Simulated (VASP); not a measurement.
Runs of VASP 6.6.1 on Dy. The structure is cubic, space group Im-3m (No. 229). The conventional cell has a = 4.001 Å, b = 4.001 Å, c = 4.001 Å, α = 90.00°, β = 90.00°, γ = 90.00°. Around Dy (site symmetry m-3m) lie 8 Dy at 3.46 Å. This isn't the form of Dy at room conditions, which is hcp.

```tsv
task	level	potentials or basis	U	cell	k mesh	cutoff (eV)	smearing	gap on the mesh (eV)	pressure (GPa)	moment (μB)
single point	LDA	VASP PAW PBE potentials, release 64 (Dy_3), 4f in core	-	as given	9 × 9 × 9	520	gaussian 0.02 eV	none	-4.6	0.00
single point	PBE	VASP PAW PBE potentials, release 64 (Dy_3), 4f in core	-	as given	9 × 9 × 9	520	gaussian 0.02 eV	none	(a)	0.00
single point	PBE	VASP PAW PBE potentials, release 64 (Dy)	-	cell strained at random at fixed volume	9 × 9 × 9	520	fermi-dirac 0.05 eV	none	1.6	4.49
single point	PBEsol	VASP PAW PBE potentials, release 64 (Dy)	-	as given	9 × 9 × 9	520	gaussian 0.1 eV	none	-1.1	4.49
electron localisation function	SCAN+D4+U	VASP PAW PBE potentials, release 64 (Dy_3), 4f in core	Dy f U = 8 eV	as given	9 × 9 × 9	520	gaussian 0.05 eV	none	-2.4	0.07
single point	PBE	VASP PAW PBE potentials, release 64 (Dy)	-	as given	9 × 9 × 9	520	fermi-dirac 0.05 eV	none	1.6	4.47
single point	PBE	VASP PAW PBE potentials, release 64 (Dy)	-	as given	17 × 17 × 17	900	gaussian 0.1 eV	none	1.7	(b)
```

Alike in all rows: spin collinear, ferromagnetic start.

Question: Fill in the values left out.

Answer: (a) -0.2; (b) 4.46.

Caveats: the magnetic or orbital state may not be the lowest; spin-orbit coupling is left out, which moves the levels of the heavy elements; the PAW data sets were made with another functional, which shifts forces and pressure a little (some runs); the 4f electrons are frozen in the core as for a trivalent ion, so they carry no moment and show no levels (some runs); ASE's xc='lda' writes no GGA tag, so the PBE potentials set the functional and the run is PBE (some runs); U is put on an f shell that these potentials keep in the core, so it has next to no effect (some runs); pairwise dispersion overbinds metals, which lowers pressure and volume (some runs).

A k mesh can miss the band edges, and the runs leave out spin-orbit coupling on Dy.

A gap of «none» marks a metal or a gap under the smearing width.

The runs don't all hold the same shells in valence.
